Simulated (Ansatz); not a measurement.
# LiF: pressure against volume

Aim: scale the cell of LiF up and down at fixed shape and fractional positions, and get the equilibrium volume and bulk modulus with LAPW, PAW and all-electron datasets made for the crystal.

Computed with Ansatz 0.2.0 (DFT PBE, scalar-relativistic, unless a step's input says otherwise).

1 further run of the same task is left out (set aside as unsound or not needed).

**1. The system as given**

It takes space group F-43m (No. 216, cubic). Conventional cell: a = 4.365 Å, b = 4.365 Å, c = 4.365 Å, α = 90.00°, β = 90.00°, γ = 90.00°. Around Li (site symmetry -43m) lie 4 F at 1.89 Å. F (site symmetry -43m) has 4 Li at 1.89 Å as nearest neighbours.

Structure file:

```xyz
2
Lattice="0.0000 2.1826 2.1826 2.1826 0.0000 2.1826 2.1826 2.1826 0.0000" Properties=species:S:1:pos:R:3 pbc="T T T"
Li    0.0000    0.0000    0.0000
F     1.0913    1.0913    1.0913
```

The structure (zincblende type) was typed from a prototype and relaxed by PAW; whether it is the ground state wasn't tested.

Atoms are numbered in the order of the input: Li1, F2.

**2. Volume × 0.96, LAPW**

input.yaml

```yaml
crystal:
  lattice:
    - [0.0, 2.1530675187, 2.1530675187]
    - [2.1530675187, 0.0, 2.1530675187]
    - [2.1530675187, 2.1530675187, 0.0]
  atoms:
    - { symbol: Li, position: [0.0, 0.0, 0.0] }
    - { symbol: F, position: [0.25, 0.25, 0.25] }
kpoints:
  mp_grid: { grid: [16, 16, 16] }
scf:
  occupations: { method: fermi_dirac, width: 0.03 }
hamiltonian:
  xc: pbe
  pseudopotentials: { kind: all_electron, lapw: { basis_error: 0.0005 } }
output:
  forces: true
  stress: true
  eigenvalues: true
```

**3. Volume × 0.96, PAW**

input.yaml: that of step 2 with these lines changed.

```diff
@@ -14,3 +14,3 @@
   xc: pbe
-  pseudopotentials: { kind: all_electron, lapw: { basis_error: 0.0005 } }
+  pseudopotentials: { kind: paw }
 output:
@@ -19 +19,2 @@
   eigenvalues: true
+  efg: { contact_densities: true }
```

**4. Volume × 0.96, crystal datasets**

input.yaml: that of step 3 with these lines changed.

```diff
@@ -14,3 +14,3 @@
   xc: pbe
-  pseudopotentials: { kind: paw }
+  pseudopotentials: { kind: all_electron, datasets: crystal }
 output:
```

**5. Volume × 0.98, LAPW**

input.yaml

```yaml
crystal:
  lattice:
    - [0.0, 2.1679167294, 2.1679167294]
    - [2.1679167294, 0.0, 2.1679167294]
    - [2.1679167294, 2.1679167294, 0.0]
  atoms:
    - { symbol: Li, position: [0.0, 0.0, 0.0] }
    - { symbol: F, position: [0.25, 0.25, 0.25] }
kpoints:
  mp_grid: { grid: [16, 16, 16] }
scf:
  occupations: { method: fermi_dirac, width: 0.03 }
hamiltonian:
  xc: pbe
  pseudopotentials: { kind: all_electron, lapw: { basis_error: 0.0005 } }
output:
  forces: true
  stress: true
  eigenvalues: true
```

**6. Volume × 0.98, PAW**

input.yaml: that of step 5 with these lines changed.

```diff
@@ -14,3 +14,3 @@
   xc: pbe
-  pseudopotentials: { kind: all_electron, lapw: { basis_error: 0.0005 } }
+  pseudopotentials: { kind: paw }
 output:
@@ -19 +19,2 @@
   eigenvalues: true
+  efg: { contact_densities: true }
```

**7. Volume × 1.02, LAPW**

input.yaml

```yaml
crystal:
  lattice:
    - [0.0, 2.1970197556, 2.1970197556]
    - [2.1970197556, 0.0, 2.1970197556]
    - [2.1970197556, 2.1970197556, 0.0]
  atoms:
    - { symbol: Li, position: [0.0, 0.0, 0.0] }
    - { symbol: F, position: [0.25, 0.25, 0.25] }
kpoints:
  mp_grid: { grid: [16, 16, 16] }
scf:
  occupations: { method: fermi_dirac, width: 0.03 }
hamiltonian:
  xc: pbe
  pseudopotentials: { kind: all_electron, lapw: { basis_error: 0.0005 } }
output:
  forces: true
  stress: true
  eigenvalues: true
```

**8. Volume × 1.02, PAW**

input.yaml: that of step 7 with these lines changed.

```diff
@@ -14,3 +14,3 @@
   xc: pbe
-  pseudopotentials: { kind: all_electron, lapw: { basis_error: 0.0005 } }
+  pseudopotentials: { kind: paw }
 output:
@@ -19 +19,2 @@
   eigenvalues: true
+  efg: { contact_densities: true }
```

**9. Volume × 1.04, LAPW**

input.yaml

```yaml
crystal:
  lattice:
    - [0.0, 2.2112865174, 2.2112865174]
    - [2.2112865174, 0.0, 2.2112865174]
    - [2.2112865174, 2.2112865174, 0.0]
  atoms:
    - { symbol: Li, position: [0.0, 0.0, 0.0] }
    - { symbol: F, position: [0.25, 0.25, 0.25] }
kpoints:
  mp_grid: { grid: [16, 16, 16] }
scf:
  occupations: { method: fermi_dirac, width: 0.03 }
hamiltonian:
  xc: pbe
  pseudopotentials: { kind: all_electron, lapw: { basis_error: 0.0005 } }
output:
  forces: true
  stress: true
  eigenvalues: true
```

**10. Volume × 1.04, PAW**

input.yaml: that of step 9 with these lines changed.

```diff
@@ -14,3 +14,3 @@
   xc: pbe
-  pseudopotentials: { kind: all_electron, lapw: { basis_error: 0.0005 } }
+  pseudopotentials: { kind: paw }
 output:
@@ -19 +19,2 @@
   eigenvalues: true
+  efg: { contact_densities: true }
```

**11. Volume × 1.04, crystal datasets**

input.yaml: that of step 10 with these lines changed.

```diff
@@ -14,3 +14,3 @@
   xc: pbe
-  pseudopotentials: { kind: paw }
+  pseudopotentials: { kind: all_electron, datasets: crystal }
 output:
```

(Steps that only read results are left out.)

**Question.** What will these runs give? Wanted: equilibrium volume; bulk modulus (for each run or level that gives them).

**Answer**, as computed:

| quantity | value |
| --- | --- |
| equilibrium volume (LAPW) | 10.385 Å³/atom |
| bulk modulus (LAPW) | 52 GPa |
| its pressure derivative (LAPW) | 4.1 |
| equilibrium volume (PAW) | 10.389 Å³/atom |
| bulk modulus (PAW) | 52 GPa |
| its pressure derivative (PAW) | 4.1 |

What this shows: By LAPW, the pressure vanishes at 10.39 Å³/atom (-0.1 % from the starting cell) and the bulk modulus there is 52 GPa (Birch-Murnaghan, third order). PAW's volume lies +0.04 % and its modulus +0.1 % from LAPW's. The gap goes from 7.85 eV at the smallest volume to 7.43 eV at the largest. No thermal or zero-point expansion is included.

The gaps are Kohn-Sham values of a semilocal functional, not quasiparticle or optical gaps. Such gaps usually fall short of the measured ones.
